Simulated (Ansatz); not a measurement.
# A defect in a wire: Cu wire along [110], 4 atoms a period, Al in place of one Cu, part 2 of 4

What does the defect do to the conductance?

Ansatz 0.2.0; DFT PBE, plane waves, PAW; relaxation of a wire's period (the session's first sound run).

So far. Step 2 (The relaxed wire): The cell's length comes to 2.434 Å with spin left out.

## Step 3: The perfect wire

This step: DFT PBE, plane waves, PAW; channels and complex bands of a perfect wire (Ansatz 0.2.0).

At the relaxed period the Bloch states of the perfect wire are found at each energy: those that move forward count the open channels, and those that decay describe how a disturbance dies away inside the wire itself. An energy step of 0.05 eV is too coarse for the program's thermal average, and saves time.

input.yaml reads:

```yaml
crystal:
  lattice:
    - [8.615, 0.0, 0.0]
    - [0.0, 10.65, 0.0]
    - [0.0, 0.0, 2.434194564]
  atoms:
    - { symbol: Cu, position: [0.39319359, 0.442037373, 0.0] }
    - { symbol: Cu, position: [0.598664463, 0.331705731, 0.5] }
    - { symbol: Cu, position: [0.60680641, 0.557962627, 0.5] }
    - { symbol: Cu, position: [0.401335537, 0.668294269, 0.0] }
kpoints:
  mp_grid: { grid: [1, 1, 33] }
scf:
  occupations: { method: fermi_dirac, width: 0.05 }
hamiltonian:
  xc: pbe
output:
  transmission:
    e_range: [-1.5, 1.5]
    de: 0.05
    kmesh: [1, 1]
    reduced_basis: true
    leads: [[0, 0]]
basis:
  ecutwfc: "340 eV"
```

The run is started by

```console
ansatz run input.yaml --threads 4 --pin off --max-ram 16384MiB --backend cpu --events-out ev --progress --plain --runs-dir out
```

Numbers of over 12 decimals in the logs are rounded to 6 here.

Log:

```text
Warning: basis.ecutwfc = 340 eV is below the records' recommended 420 eV, and the density's cutoff is lower with it unless basis.ecutrho_ratio is high enough to keep the records' density cutoff: compare with a run at a higher cutoff
[...]
Crystal: 4 atoms, lattice volume = 223.337 Å³
Basis set: ecut = 340 eV, 3215 PW (Γ)
Bands: 46, of which v1, the nominal top of the filled ones, is band 38 counted from 1 (37 counted from 0)
Symmetry: 4 space group operations
[...]
k-points: 17 of 33
[...]
SCF iter   1: F=—  HF=-26496.484496 eV  |F-HF|=—  |Δ(HF+E_count)|=         —  Δρ=2.11e-3  dr2=2.23e-2  ethr=1.77e-3  ⟨swp⟩=7.0  Hψ=3296  notcnv=0  defer=7
[...]
SCF iter   9: F=-26496.485700 eV  HF=-26496.485700 eV  |F-HF|=7.31e-9  |Δ(HF+E_count)|=   6.26e-9  Δρ=2.27e-6  dr2=2.00e-8  ethr=1.32e-10  ⟨swp⟩=10.8  Hψ=2558  notcnv=0
SCF 1 converged in 9 iterations: F = -26496.485700 eV  dr2 = 2.00e-8
[...]
transmission: 3 of 18 steps passed
transmission: 6 of 18 steps passed
[...]
transmission: 18 of 18 steps passed
SCF converged after 9 iterations
Free energy (F): -26496.485700 eV
[...]
Internal energy: -26496.468237 eV  (E = F + TS)
E sigma→0 (E₀):  -26496.476968 eV
Entropy (-TS):   -0.017463 eV (-4.366 meV/atom)
Fermi energy:    0.178627 eV
[...]
--- Band table (eV; the first three rows and the last of 17) ---
  k-point 0: bands = [... 34 lower, -1.2496, -1.1737, -1.0556, -1.0277, -0.7594, 0.1471, 1.3802, 1.8407, ... 4 higher]
  k-point 1: bands = [... 34 lower, -1.2581, -1.1850, -1.0659, -1.0461, -0.7246, 0.1773, 1.4201, 1.8746, ... 4 higher]
  k-point 2: bands = [... 34 lower, -1.2551, -1.2200, -1.0978, -1.0879, -0.6328, 0.2632, 1.5362, 1.9744, ... 4 higher]
  k-point 16: bands = [... 34 lower, -0.9815, -0.9542, 1.0177, 1.6322, 3.1534, 3.7341, 5.0093, 5.4954, ... 4 higher]
--- Transmission ---
  basis      : 649 plane waves across, 3 finite elements along
  points     : 1, standing for a mesh of 1 x 1
  energies   : 61 from -1.500000 to 1.500000 eV about the Fermi level, 0.050000 eV apart; the leads are filled to 0.000000 eV, and channels, transmission and decay are at 0.000000 eV
  crystal 0  : Cu4, at the sites [0, 0], period 2.4342 Å: whole cells are its period
    offset         : up to 0.0000 Å between an atom of the period and one for which it stands
    channels       : 4.000000e0 a spin
    conductance    : none, the energies end too early or step too widely for 300 K: set another output.transmission.e_range or a lower de, or, where they end at an eighth of basis.ecutwfc, a higher one
```

Run time: 50 s. Hardware: 4 threads of Arm Neoverse V2, shared host; peak memory 1.1 GiB; 2.8 min of CPU time.

This step gave:

```
energy at zero smearing                                  : -26496.4770 eV
channels at the energy nearest the Fermi level, one spin : 4
band gap                                                 : 0 eV
```

Table of open channels of the lead, one spin by energy, zero at the Fermi level:

```
energy (eV)  open channels of the lead, one spin
      -1.50                                    5
      -1.35                                    4
      -1.20                                    4
      -1.05                                    2
      -0.95                                    2
      -0.80                                    3
      -0.65                                    3
      -0.50                                    3
      -0.35                                    3
      -0.20                                    3
      -0.05                                    3
       0.00                                    4
       0.05                                    4
       0.20                                    4
       0.35                                    4
       0.50                                    4
       0.65                                    4
       0.80                                    4
       0.95                                    4
       1.05                                    4
       1.20                                    4
       1.35                                    5
       1.50                                    5
```

The slowest values at each energy, most degenerate partners merged, listed up to 1.5 1/Å. Table of Im kz of the slowest decaying states by energy, zero at the Fermi level:

```
energy (eV)  decay 1 (Å⁻¹)  decay 2 (Å⁻¹)  decay 3 (Å⁻¹)  decay 4 (Å⁻¹)
     -1.400         0.0818          0.107          0.172          0.223
     -1.200         0.0552          0.122          0.205          0.247
     -1.000         0.0970          0.216          0.231          0.313
     -0.800          0.262          0.344          0.359          0.371
     -0.600          0.267          0.358          0.405          0.449
     -0.400          0.240          0.363          0.425          0.462
     -0.200          0.175          0.362          0.436          0.460
      0.000          0.353          0.440          0.452          0.640
      0.200          0.337          0.438          0.439          0.690
      0.400          0.313          0.420          0.431          0.737
      0.600          0.280          0.395          0.420          0.769
      0.800          0.235          0.365          0.403          0.766
      1.000          0.171          0.326          0.382          0.760
      1.200         0.0110          0.278          0.355          0.751
      1.400          0.213          0.321          0.738          0.834
```

At the computed energy nearest the Fermi level there are 4 channels a spin.

(Continued in part 3 of 4.)

[Logs are printed without paths, hosts, clocks, repeated set-up lines and the standing remarks that a program may print on its own settings, such as how far it seeks lower states.]

[Hosts, paths, dates, database ids (printed as entryN), source tags and the programs' standing remarks are cut or masked in the printed files.]
